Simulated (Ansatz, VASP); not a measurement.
# CuF2: VASP beside Ansatz

One calculation is typed for both programs; each brings its own data sets. How far apart do they land? The structure shown is the start of the Ansatz relaxation below; VASP solves that cell, so the two are compared at the walk's first step.

Program: Ansatz 0.2.0. Level of theory: plane waves, with VASP 6.6.1 beside it; PBE. Results are calculated unless marked as measured.

## (1) The starting structure

The cell holds 3 atoms: 1 Cu and 2 F. Cell: a = 2.684 Å, b = 2.684 Å, c = 27.881 Å, α = 90.0°, β = 90.0°, γ = 60.0°. Vacuum lies along c. The height across the vacuum is the one that the program set for its solve, not the one typed.

## (2) Ansatz: relaxation, PBE

Ansatz runs on its default PAW (the set named soft_2) files.

The two programs are compared at the cell with which this relaxation starts, whose forces are those of its first step.

File input.yaml:

```yaml
crystal:
  lattice:
    - [2.68436536, 0.0, 0.0]
    - [1.34218268, 2.3247286, 0.0]
    - [0.0, 0.0, 18.68865488]
  atoms:
    - { symbol: Cu, position: [0.66666667, 0.66666667, 0.5] }
    - { symbol: F, position: [0.0, 0.0, 0.55459186] }
    - { symbol: F, position: [0.33333333, 0.33333333, 0.44540814] }
  periodic: [true, true, false]
kpoints:
  mp_grid: { grid: [11, 11, 1] }
scf:
  occupations: { method: fermi_dirac, width: 0.05 }
hamiltonian:
  xc: pbe
  pseudopotentials: { kind: paw }
output:
  forces: true
  stress: true
relax:
  f_tol: 0.02
  max_steps: 50
  cell: {}
```

On the command line:

```sh
$ ansatz run input.yaml --threads 4 --pin off --max-ram 8192MiB --backend cpu --events-out ev --progress --plain --runs-dir out
```

Numbers of over 12 decimals in the logs are rounded to 6 here.

Log:

```text
Warning: crystal.periodic: the lattice vector that does not repeat stood 0.000° off the slab's normal, 18.689 Å along it as the deck builds it. The run solves the slab on a vector along the normal, 27.881 Å long, with every atom where it was (on the deck's vector they left 16.65 Å outside them, and the widest stretch free of ions among them is 1.02 Å). A fractional position that the run reports is one of the run's ce [...]
crystal.periodic: the lattice vector that does not repeat stood 0.000° off the slab's normal, 18.689 Å along it as the deck builds it. The run solves the slab on a vector along the normal, 27.881 Å long, with every atom where it was (on the deck's vector they left 16.65 Å outside them, and the widest stretch free of ions among them is 1.02 Å). A fractional position that the run reports is one of the run's cell, which [...]
Engine: ansatz 0.2.0, x86_64-unknown-linux-gnu
Pseudopotentials: kind: paw
Pseudopotential: Cu, paw, valence charge 19, recommended cutoff 420 eV (normal), Cu.paw.azcp
Pseudopotential: F, paw, valence charge 7, recommended cutoff 420 eV (normal), F.paw.azcp
Functional definition: PBE
  parameter kappa = 0.804
  parameter beta = 0.066725
  exchange = pbe_x(kappa = kappa, mu = beta*pi^2/3)
  correlation = pbe_c(beta = beta)
Crystal: 3 atoms, lattice volume = 173.989 Å³
Basis set: ecut = 420 eV, 3471 PW (Γ), exchange–correlation on 36×36×384 points (8 copies of the dense FFT grid, shifted against one another)
Bands: 21, of which v1, the nominal top of the filled ones, is band 17 counted from 1 (16 counted from 0)
Symmetry: 12 space group operations
Space group: P-3m1 (ITA 164), of the structure as read, at distance tolerance 5.6e-5 Å
k-points: 16 of 121
Non-local potential: Cu, projectors of the file, l = 0: 3, l = 1: 2, l = 2: 3, l = 3: 1
Non-local potential: F, projectors of the file, l = 0: 2, l = 1: 2, l = 2: 1
PAW form: soft (Blöchl's): semilocal exchange-correlation on the pseudo side does not see the compensation charge
PAW one-centre angular grid: Cu, 590 points (default); XC on 64 Gauss nodes
PAW one-centre angular grid: F, 110 points (default); XC on 64 Gauss nodes
Initial density: superposition of atomic densities (neutral atoms: chi_scale 0, normalization atom), corrected by the library's trained network
Initial wavefunctions: pseudopotential atomic-orbital guess
Functional: x = pbe(κ = 0.804, μ = 0.219515), c = pbe(β = 0.066725)
SCF iter   1: F=—  HF=-8238.528708 eV  |F-HF|=—  |Δ(HF+E_count)|=         —  Δρ=4.82e-3  dr2=2.63e-2  ethr=1.77e-3  ⟨swp⟩=10.2  Hψ=2361  notcnv=0
preconditioner: auto → LDOS  [metal: Δε(μ)=0.040 eV  Ē_g=16.065 eV  σ=0.050 eV  W_gap=0.19  n_scr=18 (ndim 8)  ℏωp=14.1 eV  f_vac=0.829  D(μ)=8.69/eV (n_scr^D=92)  β→1.0]
SCF iter   2: F=—  HF=-8238.526641 eV  |F-HF|=—  |Δ(HF+E_count)|=   2.07e-3  Δρ=3.18e-3  dr2=1.46e-2  ethr=7.98e-5  ⟨swp⟩=5.1  Hψ=1037  notcnv=0
[...]
SCF iter  11: F=-8240.378433 eV  HF=-8240.378433 eV  |F-HF|=1.02e-10  |Δ(HF+E_count)|=   2.63e-9  Δρ=3.77e-8  dr2=1.71e-12  ethr=1.00e-12  ⟨swp⟩=7.7  Hψ=1793  notcnv=0
SCF 12 converged in 11 iterations: F = -8240.378433 eV  dr2 = 1.71e-12
relax step  12: F+E_penalty+E_count = -8240.37843337 eV  Δ(F+E_penalty+E_count) = -4.043e-2 eV  max|allowed force component| = 1.590e-3 eV/Å  Δτ_max = 0.0000 Å  P = +0.465 N/m  Ω = 243.314 Å³  fix = [c, alpha, beta]  reactions: c +0.000 N/m  stress off target by 4.65e-1 N/m on what of the cell is left free  SCF on the basis re-selected at this cell (its energy is not comparable with the rows above)  (11 SCF iters)
[...]
relax step  13: F+E_penalty+E_count = -8240.37824599 eV  Δ(F+E_penalty+E_count) = +1.874e-4 eV  max|allowed force component| = 9.532e-4 eV/Å  Δτ_max = 0.0070 Å  P = +0.123 N/m  Ω = 245.331 Å³  energy of the carried Pulay correction = -1.507e-3 eV  fix = [c, alpha, beta]  reactions: c +0.000 N/m  (7 SCF iters, dr2 threshold 3.00e-7 eV, accepted)
[...]
relax step  14: F+E_penalty+E_count = -8240.37782700 eV  Δ(F+E_penalty+E_count) = +4.190e-4 eV  max|allowed force component| = 1.376e-3 eV/Å  Δτ_max = 0.0024 Å  P = +0.011 N/m  Ω = 246.001 Å³  energy of the carried Pulay correction = -2.031e-3 eV  fix = [c, alpha, beta]  reactions: c +0.000 N/m  (7 SCF iters, dr2 threshold 2.59e-8 eV, accepted)
[...]
relax step  15: F+E_penalty+E_count = -8240.37981599 eV  Δ(F+E_penalty+E_count) = -1.989e-3 eV  max|allowed force component| = 1.481e-3 eV/Å  Δτ_max = 0.0000 Å  P = +0.027 N/m  Ω = 246.001 Å³  fix = [c, alpha, beta]  reactions: c +0.000 N/m  stress off target by 2.74e-2 N/m on what of the cell is left free  SCF on the basis re-selected at this cell (its energy is not comparable with the rows above)  (9 SCF iters)
basis re-selected at this cell: Δ(F+E_penalty+E_count) = -1.989e-3 eV, ΔP = +0.016 N/m vs the last step (what re-selecting the basis moved, of the pressure what is left beyond the Pulay correction that the steps carried, after the strain that the cell walked since its last selection, with what the two solves' SCF thresholds leave and, on support functions, any second-order correction that the steps lacked; it is no m [...]
SCF converged after 9 iterations
Free energy (F): -8240.379816 eV
Harris-Foulkes:  -8240.379816 eV  (|F-HF|=4.93e-10)
Internal energy: -8240.329791 eV  (E = F + TS)
E sigma→0 (E₀):  -8240.354803 eV
Entropy (-TS):   -0.050025 eV (-16.675 meV/atom)
Fermi energy:    -7.348919 eV
--- Per-component energies (eV) ---
  E_band       = -1029.626208
  E_kinetic    = 705.439563
  E_local      = -74488.742484  (includes V_loc(G=0)·N_el)
  E_nonlocal   = 541.727014
  E_hartree    = 36556.328318
  E_xc         = -245.502794
  E_vxc        = -315.200782  (∫ρ·V_xc dr)
  E_paw        = -2064.943504  (= ΣΔE_a)
  E_vpaw       = -585.510479  (= ΣTr[D̂ρ^β])
  E_aug_tail   = 0.004451  (compensation charges beyond the density's cutoff)
  E_ewald      = 30755.359645
  E_smearing   = -0.050025  (= −TS)
  E_closure    = -0.000000  (closes the sum)
  Σ components = -8240.379816   (vs F -8240.379816, Δ=0.00e0)
--- Forces (eV/Å), atoms counted from 1 ---
  atom   1  Cu     0.00000000     0.00000000     0.00000000
  atom   2  F      0.00000000    -0.00000000    -0.00148123
  atom   3  F      0.00000000     0.00000000     0.00148123
  max |Σ_I F_I| component: 6.51e-19 eV/Å
--- 2D stress c σ (N/m, compression-positive) ---
        0.027362      -0.000000       0.000000
        0.000000       0.027362      -0.000000
        0.000000      -0.000000       0.000000
  P = ½ c Tr σ = 0.0274 N/m
--- Relaxed structure (12 steps of the walk, 12 accepted, 3 SCFs on fresh bases) ---
  F+E_penalty+E_count = -8240.37981599 eV   max|allowed force component| = 1.481e-3 eV/Å   (the final SCF, on the basis selected at the relaxed cell)
  cell:  # Å, volume = 246.0013 Å³
    - [3.191900, 0, 0]
    - [1.595950, 2.764267, 0]
    - [0, 0, 27.880994]
  atoms:
    - { symbol: Cu, position: [0.666667, 0.666667, 0.335150] }
    - { symbol: F, position: [0, 0, 0.368019] }
    - { symbol: F, position: [0.333333, 0.333333, 0.302282] }
```

## (3) VASP: single point, PBE, start cell

The same cell, functional, mesh and smearing now go to VASP, with its own data sets.

Lines of VASP's logs that name or quote its potential files are left out, and so is its time.

File INCAR:

```
SYSTEM = CuF2
PREC = Accurate
ENCUT = 520
EDIFF = 1E-06
NELM = 120
ISMEAR = -1
SIGMA = 0.05
LREAL = .FALSE.
ALGO = Normal
GGA = PE
NBANDS = 18
LASPH = .TRUE.
LORBIT = 11
LWAVE = .FALSE.
LCHARG = .FALSE.
ISIF = 2
LDIPOL = .TRUE.
IDIPOL = 3
DIPOL = 0.5 0.5 0.335
LVHAR = .TRUE.
GGA_COMPAT = .FALSE.
NELMDL = -8
```

File POSCAR:

```
CuF2
1.0
    2.6843650000      0.0000000000      0.0000000000
    1.3421830000      2.3247290000      0.0000000000
    0.0000000000      0.0000000000     27.8809940000
Cu F
1 2
Direct
    0.6666666142      0.6666665233      0.3351504254
    0.0000000000      0.0000000000      0.3717434178
    0.3333333858      0.3333334767      0.2985574689
```

File KPOINTS:

```
Automatic mesh
0
Gamma
11 11 1
0 0 0
```

Potentials, in the order of the species: Cu and F (PBE family, release 64).

On the command line:

```sh
$ mpirun -np 1 vasp_std
```

Log:

```text
[banner, memory and clock lines left out]
running    1 mpi-ranks, on    1 nodes
 distrk:  each k-point on    1 cores,    1 groups
 distr:  one band on    1 cores,    1 groups

 POSCAR found type information on POSCAR CuF
 POSCAR found :  2 types and       3 ions
 LDA part: xc-table for (Slater+PW92), standard interpolation
 POSCAR, INCAR and KPOINTS ok, starting setup
 FFT: planning ... GRIDC
 FFT: planning ... GRID_SOFT
 FFT: planning ... GRID
 WAVECAR not read
 entering main loop
       N       E                     dE             d eps       ncg     rms          rms(c)
DAV:   1     0.282010154832E+03    0.28201E+03   -0.99390E+03   576   0.113E+03
DAV:   2     0.286155657999E+02   -0.25339E+03   -0.23615E+03   746   0.300E+02
DAV:   3    -0.103637895426E+02   -0.38979E+02   -0.38213E+02   774   0.143E+02
DAV:   4    -0.119140481414E+02   -0.15503E+01   -0.15397E+01   806   0.318E+01
DAV:   5    -0.119487938074E+02   -0.34746E-01   -0.34706E-01   776   0.429E+00
DAV:   6    -0.119507612920E+02   -0.19675E-02   -0.19674E-02   870   0.902E-01
DAV:   7    -0.119507887891E+02   -0.27497E-04   -0.27497E-04   762   0.672E-02
DAV:   8    -0.119507889661E+02   -0.17695E-06   -0.17694E-06   698   0.852E-03    0.975E+00
DAV:   9    -0.974047486561E+01    0.22103E+01   -0.14984E+01   800   0.897E+01    0.379E+00
DAV:  10    -0.952090443657E+01    0.21957E+00   -0.19698E+00   848   0.495E+01    0.159E+00
DAV:  11    -0.950864382024E+01    0.12261E-01   -0.14598E-01   878   0.449E+00    0.892E-01
DAV:  12    -0.949472517967E+01    0.13919E-01   -0.26225E-02   770   0.431E+00    0.227E-01
DAV:  13    -0.949417099213E+01    0.55419E-03   -0.83463E-03   848   0.292E+00    0.699E-02
DAV:  14    -0.949428769227E+01   -0.11670E-03   -0.73145E-04   900   0.554E-01    0.283E-02
DAV:  15    -0.949440510588E+01   -0.11741E-03   -0.10675E-04   840   0.212E-01    0.813E-03
DAV:  16    -0.949446331534E+01   -0.58209E-04   -0.10782E-05   794   0.398E-02    0.480E-03
DAV:  17    -0.949455132202E+01   -0.88007E-04   -0.36098E-05   676   0.405E-02    0.639E-03
DAV:  18    -0.949457252878E+01   -0.21207E-04   -0.41400E-06   614   0.131E-02    0.389E-03
DAV:  19    -0.949457785523E+01   -0.53265E-05   -0.28219E-06   706   0.284E-02    0.220E-03
DAV:  20    -0.949458044781E+01   -0.25926E-05   -0.62350E-07   550   0.180E-02    0.612E-04
DAV:  21    -0.949458095778E+01   -0.50997E-06   -0.17554E-07   592   0.112E-02
   1 F= -.94945810E+01 E0= -.94592795E+01  d E =-.706028E-01
```

From OUTCAR (step 3):

```text
ion  position               nearest neighbor table
   1  0.667  0.667  0.335-   3 1.86   3 1.86   2 1.86   2 1.86   3 1.86   2 1.86
   2  0.000  0.000  0.372-   1 1.86   1 1.86   1 1.86
   3  0.333  0.333  0.299-   1 1.86   1 1.86   1 1.86

  LATTYP: Found a hexagonal cell.
 ALAT       =     2.6843658709
 C/A-ratio  =    10.3864358812

 Subroutine GETGRP returns: Found 12 space group operations
 (whereof  6 operations were pure point group operations)

The static configuration has the point symmetry C_3v.
 The point group associated with its full space group is D_3d.

 Found     16 irreducible k-points:

   k-points           NKPTS =     16   k-points in BZ     NKDIM =     16   number of bands    NBANDS=     18

   dimension x,y,z NGX =    20 NGY =   20 NGZ =  210
   dimension x,y,z NGXF=    40 NGYF=   40 NGZF=  420

   ENCUT  =  520.0 eV  38.22 Ry    6.18 a.u.   4.99  4.99 51.84*2*pi/ulx,y,z

   NELECT =      25.0000    total number of electrons

 k-points in reciprocal lattice and weights: Automatic mesh
   0.00000000  0.00000000  0.00000000       0.008
   0.09090909  0.00000000  0.00000000       0.050
   0.18181818  0.00000000  0.00000000       0.050
   0.27272727  0.00000000  0.00000000       0.050
   0.36363636  0.00000000  0.00000000       0.050
   0.45454545  0.00000000  0.00000000       0.050
   0.18181818  0.09090909  0.00000000       0.050
   0.27272727  0.09090909  0.00000000       0.099
   0.36363636  0.09090909  0.00000000       0.099
[...]
-0.45454545  0.27272727  0.00000000       0.050
  -0.36363636  0.27272727  0.00000000       0.050

 dipolmoment           0.000000      0.000000     -0.000012 electrons x Angstroem

 average (electrostatic) potential at core
       1 -76.0198       2 -85.2530       3 -85.2529

 E-fermi :  -4.8184

 k-point     1 :       0.0000    0.0000    0.0000
  band No.  band energies     occupation
    ...
      7      -9.2832      2.00000
      8      -9.2832      2.00000
      9      -7.2526      2.00000
     10      -7.2526      2.00000
     11      -6.4824      2.00000
     12      -4.7274      0.27905
     13      -4.7274      0.27904
     14      -0.3949      0.00000
     15       1.2054      0.00000
     16       1.6278      0.00000
    ...

 k-point     2 :       0.0909    0.0000    0.0000
  band No.  band energies     occupation
    ...
      8      -9.4478      2.00000
      9      -7.1893      2.00000
     10      -7.1210      2.00000
     11      -6.4556      2.00000
     12      -4.8790      1.54159
     13      -4.7513      0.41405
     14      -0.0220      0.00000
     15       1.4466      0.00000
     16       1.8587      0.00000
     17       2.1891      0.00000
    ...

 k-point     3 :       0.1818    0.0000    0.0000
  band No.  band energies     occupation
    ...
      9      -7.1482      2.00000
     10      -6.8744      2.00000
     11      -6.4052      2.00000
     12      -5.1406      1.99683
     13      -4.7931      0.75199
     14       0.9496      0.00000
     15       2.1315      0.00000
     16       2.5498      0.00000
     17       2.8722      0.00000
     18       2.9976      0.00000

  Total       13.4996346     13.4996429      7.4213024      0.0000029      0.0000000      0.0000000
  in kB      124.3112520    124.3113287     68.3389906      0.0000267      0.0000000      0.0000000
  external PRESSURE =     105.6538571 kB  Pullay stress =       0.0000000 kB

  energy-cutoff  :      520.00
  volume of cell :      173.99
      direct lattice vectors                 reciprocal lattice vectors
     2.684365000  0.000000000  0.000000000     0.372527581 -0.215078913  0.000000000
     1.342183000  2.324729000  0.000000000     0.000000000  0.430157666  0.000000000
     0.000000000  0.000000000 27.880994000     0.000000000  0.000000000  0.035866727

 POSITION                                       TOTAL-FORCE (eV/Angst)
 -----------------------------------------------------------------------------------
      2.68437      1.54982      9.34433         0.000000     -0.000000      0.000000
      0.00000      0.00000     10.36458         0.000000      0.000000      3.686086
      1.34218      0.77491      8.32408        -0.000000     -0.000000     -3.686086
 -----------------------------------------------------------------------------------
    total drift:                               -0.000583     -0.000582     -0.002961

  FREE ENERGIE OF THE ION-ELECTRON SYSTEM (eV)
  ---------------------------------------------------
  free  energy   TOTEN  =        -9.4945809578 eV

  energy  without entropy=       -9.4239781182  energy(sigma->0) =       -9.45927954

 vacuum level on the upper side and lower side of the slab         1.719         1.719

 total charge
# of ion       s       p       d       tot
------------------------------------------
    1        0.382   0.548   9.246  10.176
    2        1.751   4.392   0.000   6.142
    3        1.751   4.392   0.000   6.142
--------------------------------------------------
tot          3.883   9.332   9.246  22.461

[... 3 further parts left out ...]
```

This run has no spin polarisation, so a moment on Cu, if there is one, isn't seen. Its electron count is odd, so without a moment it is a metal by construction.

## (4) Comparison

Known differences besides the potentials themselves: Ansatz cuts the interaction across the vacuum, VASP repeats the sheet with a dipole correction (LDIPOL); the data sets hold 33 valence electrons in Ansatz (on its default PAW (the set named soft_2) files) and 25 in VASP; the cutoff is 420 eV in Ansatz and 520 eV in VASP. Total energies have different zeros and are not compared.

Forces (eV/Å; atoms numbered as in POSCAR):

| atom | Ansatz x, y, z | VASP x, y, z |
| --- | --- | --- |
| Cu1 | 0.000, 0.000, 0.000 | 0.000, 0.000, 0.000 |
| F2 | 0.000, 0.000, 3.544 | 0.000, 0.000, 3.686 |
| F3 | 0.000, 0.000, -3.544 | 0.000, 0.000, -3.686 |

The forces differ by 67 meV/Å r.m.s., which is 3.9 % of the r.m.s. force of 1.738 eV/Å (both taken over all components). Where the cell holds vacuum, a pressure given here is an average over it and none of the material.

## (5) Outcome

```json
{
 "r.m.s. force difference (single point, PBE, start cell)": "3.9 % of the r.m.s. force"
}
```

The r.m.s. force difference is 3.9 % of the r.m.s. force (single point, PBE, start cell), beyond the 3 % picked in this series as the mark of a large difference. The data sets hold unlike numbers of valence electrons (33 in Ansatz and 25 in VASP), so part of the differences may come from the potentials. What causes the difference of the single point, PBE, start cell pair stays open here. Such differences can come from data sets, numerical settings and the points named under the comparisons, not from the functional's error against experiment.

[Lines on the potential files, build, host, timing and source positions are cut from VASP's logs without a mark.]

[Logs are printed without paths, hosts, clocks, repeated set-up lines and the standing remarks that a program may print on its own settings, such as how far it seeks lower states.]

[Hosts, paths, dates, database ids (printed as entryN), source tags and the programs' standing remarks are cut or masked in the printed files.]
